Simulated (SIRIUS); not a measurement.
WS2 under changes of volume

One of the cells (49.592 Å³/atom); the others are scaled copies at fixed shape and fractional positions:

```
W S
1.0
     3.18352    0.00000    0.00000
    -1.59176    2.75701    0.00000
     0.00000    0.00000   16.95058
W S
1 2
Direct
  0.00000 0.00000 0.00000
  0.33333 0.66667 0.09200
  0.33333 0.66667 0.90800
```

```yaml
Program: SIRIUS 7.12.0
Functional: PBEsol
Potentials_or_basis: all-electron FP-LAPW
Cutoff: 208 eV
Basis: apw+lo standard
k_mesh: 10 × 10 × 2
Occupations: fermi-dirac, width 0.05 eV
Spin: no spin polarisation
```

| volume (Å³/atom) | energy over the lowest point (meV/atom) | gap on the mesh (eV) |
| --- | --- | --- |
| 46.616 | 18.08 | 2.17 |
| 47.608 | ? | ? |
| 48.600 | 0.00 | 2.04 |
| 49.592 | 2.98 | 1.99 |
| 50.583 | 12.91 | 1.93 |
| 51.575 | 29.08 | 1.87 |
| 52.567 | 50.77 | 1.82 |

Problem. What does the run at 47.608 Å³/atom give?

Solution. Energy over the lowest point 4.77 meV/atom; gap on the mesh 2.11 eV.

Worked out: A Birch-Murnaghan fit of order 3 (a polynomial in V^(-2/3)) to the other rows has its minimum at 48.69 Å³/atom with B0 = V·E''(V) = 61 GPa and B' = 4.4 at fixed shape and positions, which overstates the stiffness. It gives 4.72 meV/atom at 47.608 Å³/atom, against the run's 4.77. A straight line through the other rows of the gap, of slope -2.91 eV per unit of ln V, gives 2.11 eV, against the run's 2.11.

Energies are extrapolated to zero smearing.

Caveats: spin-orbit coupling is left out, which moves the levels of the heavy elements.

A mesh can miss the band edges.
